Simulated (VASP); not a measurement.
# Li2O (Fm-3m) in VASP: further runs, part 2 of 2

VASP 6.6.1. The steps go on from the part before.

### Step 3. Relaxation of cell and atoms, PBE

This run uses another cell than the first one, of 5.86 Å³/atom, 0.711 times its volume.

INCAR

```
PREC = Accurate
ENCUT = 600
EDIFF = 1E-7
ISMEAR = -1
SIGMA = 0.02
LREAL = False
LASPH = True
NELM = 80
ALGO = Fast
ISIF = 3
LWAVE = False
LCHARG = False
GGA = PE
IBRION = 2
NSW = 80
EDIFFG = -0.005
```

KPOINTS

```
Automatic mesh
0
Gamma
  10 10 10
```

POSCAR

```
Li2O
1.0
    0.0000000000      2.0638470791      2.0638470791
    2.0638470791      0.0000000000      2.0638470791
    2.0638470791      2.0638470791      0.0000000000
O Li
1 2
Direct
    0.0000000000      0.0000000000      0.0000000000
    0.2500000000      0.2500000000      0.2500000000
    0.7500000000      0.7500000000      0.7500000000
```

Potentials or basis: VASP PAW PBE potentials, release 64 (O, Li_sv).

On the command line:

```sh
$ cat potpaw_PBE.64/O/POTCAR potpaw_PBE.64/Li_sv/POTCAR > POTCAR
$ mpirun -np 1 vasp_std > vasp.out
```

OUTCAR:

```text
PREC = Accurate
   ENCUT = 600
   EDIFF = 1E-7
   ISMEAR = -1
   LREAL = False
   LASPH = True
   NELM = 80
   ISIF = 3
   GGA = PE
   IBRION = 2
   NSW = 80
   EDIFFG = -0.005

 ion  position               nearest neighbor table
   1  0.000  0.000  0.000-   3 1.79   3 1.79   3 1.79   2 1.79   2 1.79   2 1.79   3 1.79   2 1.79

   2  0.250  0.250  0.250-   1 1.79   1 1.79   1 1.79   1 1.79   3 2.06   3 2.06   3 2.06   3 2.06
                             3 2.06   3 2.06
   3  0.750  0.750  0.750-   1 1.79   1 1.79   1 1.79   1 1.79   2 2.06   2 2.06   2 2.06   2 2.06
                             2 2.06   2 2.06

  LATTYP: Found a face centered cubic cell.
 ALAT       =     4.1276941582

  Lattice vectors:

 A1 = (   0.0000000000,   2.0638470791,   2.0638470791)
 A2 = (   2.0638470791,   0.0000000000,   2.0638470791)
 A3 = (   2.0638470791,   2.0638470791,   0.0000000000)
[... 612 lines left out ...]

 number of electron      11.9999977 magnetization

------------------------ aborting loop because EDIFF is reached ----------------------------------------
[... 69 lines left out ...]
--------------------------------------- Ionic step       19  -------------------------------------------

 number of electron      11.9999976 magnetization

 Free energy of the ion-electron system (eV)
  ---------------------------------------------------
  ext. energy  EPLUGINS =         0.00000000
  ---------------------------------------------------
  free energy    TOTEN  =       -14.32493895 eV

  energy without entropy =      -14.32493895  energy(sigma->0) =      -14.32493895

 E-fermi :   1.9301     XC(G=0):  -9.7698

 val. band max:        1.3673906019   @ k =   0.0000   0.0000   0.0000
 cond. band min:       6.3461880242   @ k =   0.5000   0.5000   0.0000
 fundamental gap:      4.9787974222
 Fermi energy:         1.9300919082

 k-point     1 :       0.0000    0.0000    0.0000
  band No.  band energies     occupation
      1     -41.6272      2.00000
      2     -41.2927      2.00000
      3     -14.0815      2.00000
      4       1.3674      2.00000
      5       1.3674      2.00000
      6       1.3674      2.00000
      7       6.7091      0.00000
      8      13.3236      0.00000
      9      13.3236      0.00000
     10      13.3236      0.00000
[... 329 lines left out ...]
  FREE ENERGIE OF THE ION-ELECTRON SYSTEM (eV)
  ---------------------------------------------------
  free  energy   TOTEN  =       -14.3249389481 eV

  energy  without entropy=      -14.3249389481  energy(sigma->0) =      -14.32493895

 reached required accuracy - stopping structural energy minimisation
```

CONTCAR:

```text
Li2O
   1.00000000000000
    -0.0000000000000000    2.3063636859573227    2.3063636859573227
     2.3063636859573227    0.0000000000000000    2.3063636859573227
     2.3063636859573227    2.3063636859573227    0.0000000000000000
  O               Li
     1     2
Direct
     0.0000000000000000    0.0000000000000000    0.0000000000000000
     0.2500000000000000    0.2500000000000000    0.2500000000000000
     0.7500000000000000    0.7500000000000000    0.7500000000000000

  0.00000000E+00  0.00000000E+00  0.00000000E+00
  0.00000000E+00  0.00000000E+00  0.00000000E+00
  0.00000000E+00  0.00000000E+00  0.00000000E+00
```

It took 82 s on 1 thread of Intel Xeon Platinum 8375C at 2.90GHz (Ice Lake), shared host; peak memory 0.14 GiB.

What came out:

```
Free energy                            : -14.3249 eV
Relaxed volume                         : 8.18 Å³/atom
Relaxed cell                           : a = 3.262 Å, b = 3.262 Å, c = 3.262 Å, α = 60.00°, β = 60.00°, γ = 60.00°
Space group after relaxing (to 0.05 Å) : Fm-3m (No. 225)
Energy gained by relaxing              : 303.0 meV/atom
Ionic steps                            : 19
Pressure after relaxing                : 0.0 GPa
Band gap on the k mesh                 : 4.98 eV, indirect (least direct gap 5.34 eV)
```

Step by step:
| step | energy change (eV) | largest force (eV/Å) | pressure (GPa) | volume (Å³) |
| --- | --- | --- | --- | --- |
| 1 | 0.0000 | 0.0000 | 53.86 | 17.58 |
| 2 | -0.8818 | 0.0000 | 6.24 | 23.09 |
| 3 | -0.9009 | 0.0000 | -3.00 | 25.37 |
| 4 | -0.9089 | 0.0000 | -0.13 | 24.57 |
| 5 | -0.9088 | 0.0000 | 0.46 | 24.41 |
| 6 | -0.9088 | 0.0000 | 0.47 | 24.41 |
| 7 | -0.9088 | 0.0000 | 0.46 | 24.41 |
| 8 | -0.9088 | 0.0000 | 0.46 | 24.41 |
| 9 | -0.9088 | 0.0000 | 0.46 | 24.41 |
| 10 | -0.9088 | 0.0000 | 0.46 | 24.42 |
| 11 | -0.9088 | 0.0000 | 0.45 | 24.42 |
| 12 | -0.9088 | 0.0000 | 0.45 | 24.42 |
| 13 | -0.9088 | 0.0000 | 0.45 | 24.42 |
| 14 | -0.9088 | 0.0000 | 0.44 | 24.42 |
| 15 | -0.9088 | 0.0000 | 0.43 | 24.42 |
| 16 | -0.9088 | 0.0000 | 0.40 | 24.43 |
| 17 | -0.9088 | 0.0000 | 0.34 | 24.45 |
| 18 | -0.9089 | 0.0000 | 0.22 | 24.48 |
| 19 | -0.9089 | 0.0000 | -0.01 | 24.54 |

Final structure:
```
O Li
1.0
     0.00000    2.30636    2.30636
     2.30636    0.00000    2.30636
     2.30636    2.30636    0.00000
O Li
1 2
Direct
  0.00000 0.00000 0.00000
  0.25000 0.25000 0.25000
  0.75000 0.75000 0.75000
```

Caveat: the cutoff is under 1.25 times the usual one of these potentials, so pressure, stress and relaxed cells hold a basis-set (Pulay) error; the volume moved by over 15 % at a fixed basis, so the end points are rough. A k mesh can miss the band edges.

### Step 4. Single point, PBE

This run uses another cell than the first one, of 7.97 Å³/atom, 0.966 times its volume.

INCAR

```
SYSTEM = Li2O
PREC = Accurate
ENCUT = 520
EDIFF = 1E-6
ISMEAR = -1
SIGMA = 0.02
LREAL = .FALSE.
LASPH = .TRUE.
NELM = 60
ALGO = Normal
ISIF = 2
LWAVE = .FALSE.
LCHARG = .FALSE.
GGA = PE
NBANDS = 13
```

KPOINTS

```
Automatic mesh
0
G
  10 10 10
  0 0 0
```

POSCAR

```
Li2O
1.0
    0.0000000000      2.2863684601      2.2863684601
    2.2863684601      0.0000000000      2.2863684601
    2.2863684601      2.2863684601      0.0000000000
O Li
1 2
Direct
    0.0000000000      0.0000000000      0.0000000000
    0.2500000000      0.2500000000      0.2500000000
    0.7500000000      0.7500000000      0.7500000000
```

Potentials or basis: VASP PAW PBE potentials, release 64 (O, Li_sv).

On the command line:

```sh
$ cat potpaw_PBE.64/O/POTCAR potpaw_PBE.64/Li_sv/POTCAR > POTCAR
$ mpirun -np 1 vasp_std > vasp.out
```

OUTCAR:

```text
SYSTEM = Li2O
   PREC = Accurate
   ENCUT = 520
   EDIFF = 1E-6
   ISMEAR = -1
   LREAL = .FALSE.
   LASPH = .TRUE.
   NELM = 60
   ISIF = 2
   GGA = PE

 ion  position               nearest neighbor table
   1  0.000  0.000  0.000-   3 1.98   3 1.98   2 1.98   2 1.98   3 1.98   2 1.98   3 1.98   2 1.98

   2  0.250  0.250  0.250-   1 1.98   1 1.98   1 1.98   1 1.98   3 2.29   3 2.29   3 2.29   3 2.29
                             3 2.29   3 2.29
   3  0.750  0.750  0.750-   1 1.98   1 1.98   1 1.98   1 1.98   2 2.29   2 2.29   2 2.29   2 2.29
                             2 2.29   2 2.29

[... 582 lines left out ...]
  --------------------------------------------------------------------------------------
  -------------------------------------------------------------------------------------
  Total        0.4504545      0.4504545      0.4504545      0.0000000      0.0000000     -0.0000000
  in kB       30.1920644     30.1920644     30.1920644      0.0000000      0.0000000     -0.0000000
  external PRESSURE =      30.1920644 kB  Pullay stress =       0.0000000 kB

 VOLUME and BASIS-vectors are now :
 -----------------------------------------------------------------------------
  energy-cutoff  :      520.00
  volume of cell :       23.90
      direct lattice vectors                 reciprocal lattice vectors
     0.000000000  2.286368460  2.286368460    -0.218687411  0.218687411  0.218687411
     2.286368460  0.000000000  2.286368460     0.218687411 -0.218687411  0.218687411
     2.286368460  2.286368460  0.000000000     0.218687411  0.218687411 -0.218687411

 POSITION                                       TOTAL-FORCE (eV/Angst)
 -----------------------------------------------------------------------------------
      0.00000      0.00000      0.00000         0.000000     -0.000000      0.000000
      1.14318      1.14318      1.14318        -0.000000      0.000000      0.000000
      3.42955      3.42955      3.42955         0.000000     -0.000000     -0.000000
 -----------------------------------------------------------------------------------
    total drift:                               -0.000000      0.000000      0.000000

  FREE ENERGIE OF THE ION-ELECTRON SYSTEM (eV)
  ---------------------------------------------------
  free  energy   TOTEN  =       -14.3376265893 eV

  energy  without entropy=      -14.3376265893  energy(sigma->0) =      -14.33762659
```

It took 10 s on 1 thread of Intel Xeon Platinum 8375C at 2.90GHz (Ice Lake), shared host; peak memory 0.14 GiB.

Results:

```
Free energy            : -14.3376 eV
Band gap on the k mesh : 5.03 eV, indirect (least direct gap 5.50 eV)
```

Caveat: the cutoff is under 1.25 times the usual one of these potentials, so pressure, stress and relaxed cells hold a basis-set (Pulay) error. A k mesh can miss the band edges.

### Step 5. The runs side by side

```tsv
task	cell	cutoff (eV)	gap on the mesh (eV)
single point	Fm-3m, 8.25 Å³/atom	520	4.96
relaxation of cell and atoms	relaxed	600	4.98
single point	Fm-3m, 7.97 Å³/atom	520	5.03
```

Alike in all rows: level PBE; potentials or basis VASP PAW PBE potentials, release 64 (O, Li_sv); no spin polarisation; k mesh 10 × 10 × 10; smearing fermi-dirac 0.02 eV.

Caveats: the cutoff is under 1.25 times the usual one of these potentials, so pressure, stress and relaxed cells hold a basis-set (Pulay) error; the volume moved by over 15 % at a fixed basis, so the end points are rough (some runs).

Total energies depend on the potentials used, so only differences within one code and one set of settings carry meaning.
